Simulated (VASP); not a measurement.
# C: band structure with PBEsol

Crystal: C.

```
C
1.0
     0.00000    1.77745    1.77745
     1.77745    0.00000    1.77745
     1.77745    1.77745    0.00000
C
2
Direct
  0.00000 0.00000 0.00000
  0.25000 0.25000 0.25000
```

This isn't the form of C at room conditions, which is graphite.

```
Program                : VASP 6.6.1
Task                   : band structure
Functional             : PBEsol
Potentials or basis    : VASP PAW PBE potentials, release 64 (C)
Cutoff                 : 520 eV
k mesh                 : 14 × 14 × 14
Occupations            : gaussian, width 0.03 eV
Spin                   : no spin polarisation
Further INCAR settings : ALGO = Normal; EDIFF = 1e-06; NBANDS = 11
```

```json
{"Pressure": "0.7 GPa", "Band gap on the k mesh": "4.03 eV, indirect (least direct gap 5.57 eV)", "Band gap along the path": "4.03 eV, indirect (least direct gap 5.57 eV)"}
```

Levels at the corners of the path, in eV from the valence-band top:
| point | band 1 | band 2 | band 3 | band 4 | band 5 | band 6 | band 7 | band 8 |
| --- | --- | --- | --- | --- | --- | --- | --- | --- |
| Γ | -21.66 | 0.00 | 0.00 | 0.00 | 5.57 | 5.57 | 5.57 | 13.60 |
| X | -12.85 | -12.85 | -6.40 | -6.40 | 4.62 | 4.62 | 16.94 | 16.94 |
| X | -12.85 | -12.85 | -6.40 | -6.40 | 4.62 | 4.62 | 16.94 | 16.94 |
| W | -12.01 | -12.01 | -8.50 | -8.50 | 10.51 | 10.51 | 12.43 | 12.43 |
| W | -12.01 | -12.01 | -8.50 | -8.50 | 10.51 | 10.51 | 12.43 | 12.43 |
| K | -13.02 | -11.81 | -9.52 | -5.45 | 5.55 | 10.71 | 14.45 | 15.76 |
| K | -13.02 | -11.81 | -9.52 | -5.45 | 5.55 | 10.71 | 14.45 | 15.76 |
| Γ | -21.66 | 0.00 | 0.00 | 0.00 | 5.57 | 5.57 | 5.57 | 13.60 |
| Γ | -21.66 | 0.00 | 0.00 | 0.00 | 5.57 | 5.57 | 5.57 | 13.60 |
| L | -15.77 | -13.58 | -2.84 | -2.84 | 8.43 | 8.43 | 8.98 | 15.58 |
| L | -15.77 | -13.58 | -2.84 | -2.84 | 8.43 | 8.43 | 8.98 | 15.58 |
| U | -13.02 | -11.81 | -9.52 | -5.45 | 5.55 | 10.71 | 14.45 | 15.76 |
| U | -13.02 | -11.81 | -9.52 | -5.45 | 5.55 | 10.71 | 14.45 | 15.76 |
| W | -12.01 | -12.01 | -8.50 | -8.50 | 10.51 | 10.51 | 12.43 | 12.43 |
| W | -12.01 | -12.01 | -8.50 | -8.50 | 10.51 | 10.51 | 12.43 | 12.43 |
| L | -15.77 | -13.58 | -2.84 | -2.84 | 8.43 | 8.43 | 8.98 | 15.58 |
| L | -15.77 | -13.58 | -2.84 | -2.84 | 8.43 | 8.43 | 8.98 | 15.58 |
| K | -13.02 | -11.81 | -9.52 | -5.45 | 5.55 | 10.71 | 14.45 | 15.76 |
| U | -13.02 | -11.81 | -9.52 | -5.45 | 5.55 | 10.71 | 14.45 | 15.76 |
| X | -12.85 | -12.85 | -6.40 | -6.40 | 4.62 | 4.62 | 16.94 | 16.94 |

Core levels (eV, on the scale of the bands):
```
atom     levels
 1 C  1s -256.1
 2 C  1s -256.1
```

Wall time 13 s on 1 thread of Intel(R) Xeon(R) 6975P-C (Granite Rapids) (shared host), peak memory 0.13 GiB.

Caveat: the PAW data sets were made with another functional, which shifts forces and pressure a little. Expect the measured gap to be larger: semilocal functionals such as PBEsol lack the derivative discontinuity.
